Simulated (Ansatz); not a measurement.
Point defect: Sn interstitial in SnS

These are results of DFT PBE, scalar-relativistic, plane waves, PAW (Ansatz 0.2.0), not measurements. Run with 420 eV cutoff, 2×2×2 k-mesh, Gaussian smearing of 0.01 eV, collinear spin in charge +1, +3 alone.

Host crystal, relaxed:

```
Sn S
1.0
    11.44744    0.00000    0.00000
     0.00000    4.02226    0.00000
     0.00000    0.00000    4.45657
Sn S
4 4
Direct
  0.62153 0.25000 0.36950
  0.37847 0.75000 0.63050
  0.87847 0.75000 0.86950
  0.12153 0.25000 0.13050
  0.34985 0.25000 0.02261
  0.65015 0.75000 0.97739
  0.15015 0.75000 0.52261
  0.84985 0.25000 0.47739
```

Supercell of 32 atoms, rows in host cell vectors: 0 0 2; 0 -2 -1; 1 0 0. Atoms relax at the host's cell, keeping the symmetry that the supercell leaves at the site. The cell is small, so energies carry finite-size errors of tenths of an eV. The host's Kohn–Sham gap is 0.93 eV. Atoms are taken from and returned to the elements' standard states. Charged cells are corrected for image charges with the computed static dielectric tensor (mean 29.9) and aligned with the host's potential at far atoms (alignment terms reach 1.32 eV). No band-filling term is added, and the Fermi level counts from the host's valence band top.

Starting moments were lost in some runs.

Defect: Sn interstitial at (0.042, 0.250, 0.650) of the host cell.

Problem. What is the formation energy of the neutral defect?

Solution. 2.66 eV.

Problem. Does the neutral defect carry a moment, and how do its surroundings relax?

Solution. The neutral run had no spin polarisation, so a moment wasn't tested. The nearest neighbours before are 1 S at 2.33 Å, 1 Sn at 2.33 Å, 2 S at 2.43 Å, 1 Sn at 2.49 Å; after relaxation the atoms near the site are 1 S at 2.52 Å, 2 Sn at 2.97 Å, 1 Sn at 2.99 Å; the largest move is 0.92 Å.

Problem. Charges +3, +2, +1, 0 were computed. Which is stable where in the gap?

Solution. Among the charges computed the stable one is +2 at the valence band top, changing to +1 at 0.64 eV, changing to 0 at 0.90 eV. In charge +3 the extra carrier would gain by moving to a band edge of the host, so it isn't bound in the gap, though by less than the errors named above. In charge +3, +1, 0 the cell has partly filled bands: a level of the defect may be part filled, the carrier may sit in the host's bands, or levels may cross between the k points, so transitions that involve it are doubtful. Other sites of the defect weren't tried. Levels between neighbouring charges: (+3/+2) -0.06 eV, (+2/+1) 0.64 eV, (+1/0) 0.90 eV.